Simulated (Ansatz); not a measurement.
**A point defect in AlAs**

The calculation used Ansatz, DFT PBE, scalar-relativistic, plane waves, PAW. (420 eV cutoff, 2×2×2 k-mesh, shifted by half a step, Gaussian smearing of 0.01 eV, collinear spin in charge 0 alone)

Host crystal, relaxed:

```yaml
crystal:
  lattice:
    - [0.00000, 2.86396, 2.86396]
    - [2.86396, 0.00000, 2.86396]
    - [2.86396, 2.86396, 0.00000]
  atoms:
    - { symbol: Al, position: [0.00000, 0.00000, 0.00000] }
    - { symbol: As, position: [0.75000, 0.75000, 0.75000] }
```

Supercell of 32 atoms, rows in host cell vectors: 1 -3 1; -3 1 1; 1 1 -3. Atoms relax at the host's cell from a start displaced at random by 0.06 Å near the defect, so other minima may exist. The cell is small, so energies carry finite-size errors of tenths of an eV. The host's Kohn–Sham gap is 1.50 eV. Atoms are taken from and returned to the elements' standard states. Charged cells are corrected for image charges with the computed static dielectric tensor (mean 11.6) and aligned with the host's potential at far atoms (alignment terms reach 0.09 eV; the program doubts the alignment in some charges, where it is up to 0.09 eV). No band-filling term is added, and the Fermi level counts from the host's valence band top.

The defect is an interstitial at (0.500, 0.500, 0.500) of the host cell.

| charge | E_f at the valence band top (eV) | over the neutral state (eV) | moment (μB) | largest move (Å) | atoms near the site |
| --- | --- | --- | --- | --- | --- |
| +1 | 0.69 | -1.47 | 0.00 | 2.36 | 1 As at 1.56 Å, 1 Al at 1.84 Å |
| 0 | 2.16 | 0.00 | 1.00 | 0.58 | 1 As at 1.77 Å, 1 Al at 2.60 Å, 1 Al at 2.61 Å, 1 Al at 2.62 Å, 1 As at 2.74 Å, 1 As at 2.75 Å, 1 As at 2.77 Å |
| -1 | 3.47 | 1.32 | 0.00 | 0.07 | 1 As at 2.52 Å, 1 As at 2.53 Å, 2 As at 2.54 Å, 1 Al at 2.78 Å, 1 Al at 2.79 Å, 1 Al at 2.80 Å, 2 Al at 2.81 Å, 1 Al at 2.83 Å |

Among the charges computed the stable one is +1 at the valence band top, changing to -1 at 1.39 eV. Other sites of the defect weren't tried.

(1) Which element is it? Judge by the nearest distance in charge 0 and covalent radii.
A. Cs
B. Bi
C. H
D. Rb
E. Ca

Results:

(1) C. The nearest neighbour is As at 1.77 Å, and the summed covalent radii with As are 2.67 Å for Bi, 2.95 Å for Ca, 3.63 Å for Cs, 1.50 Å for H, 3.39 Å for Rb, so H fits best. Bonds can miss such sums by a tenth of an ångström or more.